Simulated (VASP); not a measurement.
**TiNi: single point with SCAN+U**

Crystal: TiNi.

```xyz
2
Lattice="2.7739 0.0000 0.0000 0.0000 2.7739 0.0000 0.0000 0.0000 2.7739" Properties=species:S:1:pos:R:3 pbc="T T T"
Ni    0.0000    0.0000    0.0000
Ti    1.3869    1.3869    1.3869
```

The cell comes from a database or a generator and needn't be the stable form of this composition.

The cell isn't the ideal one: volume scaled by 0.8.

```
Program                : VASP 6.6.1
Task                   : single point
Functional             : SCAN
Potentials or basis    : VASP PAW PBE potentials, release 64 (Ni_pv, Ti_pv)
Cutoff                 : 520 eV
k mesh                 : 9 × 9 × 9
Occupations            : methfessel-paxton, width 0.2 eV
Spin                   : collinear spin, random start
Starting moments       : [0.67, 1.01] μB
Hubbard terms          : Ni d U = 4 eV, J = 1.0 eV, Ti d U = 4 eV, J = 1.0 eV
LDAUTYPE               : 1
Hund's J               : 1
Further INCAR settings : ALGO = Normal; EDIFF = 1.00e-06; NBANDS = 24
```

| Quantity | Value |
| --- | --- |
| Pressure | 66.8 GPa |
| Band gap on the k mesh | none (metal or under the smearing width) |
| Net moment | 0.82 μB per cell |
| Site moments | Ni +0.19; Ti +0.55 μB |
| Valence electrons inside the program's atomic spheres | Ni 15.06; Ti 9.01 |

Levels at points of the mesh, in eV from the Fermi level:
Spin up:
| k point | band 10 | band 11 | band 12 | band 13 | band 14 | band 15 | band 16 | band 17 |
| --- | --- | --- | --- | --- | --- | --- | --- | --- |
| (0.00, 0.00, 0.00) | -2.84 | -2.84 | -2.84 | 0.16 | 0.16 | 3.67 | 3.67 | 3.67 |
Spin down:
```csv
k point,band 10,band 11,band 12,band 13,band 14,band 15
"(0.00, 0.00, 0.00)",-2.89,-2.89,-2.89,1.69,1.69,4.09
```

Eigenvalues of the final occupation matrices:
```csv
site,spin,trace,eigenvalues
site 1 d,1,4.20,0.82 0.82 0.82 0.86 0.86
site 1 d,2,4.03,0.76 0.76 0.84 0.84 0.84
site 2 d,1,1.32,0.25 0.25 0.25 0.28 0.28
site 2 d,2,0.81,0.10 0.10 0.21 0.21 0.21
```

It took 4.4 min on 1 thread of AMD EPYC 7R13 Processor (Zen 3), on a shared host, peak memory 0.14 GiB.

Caveat: the PAW data sets were made with another functional, which shifts forces and pressure a little; the U is typed as a test and isn't derived for this compound. The state reached can hang on the start; a lower one may exist.
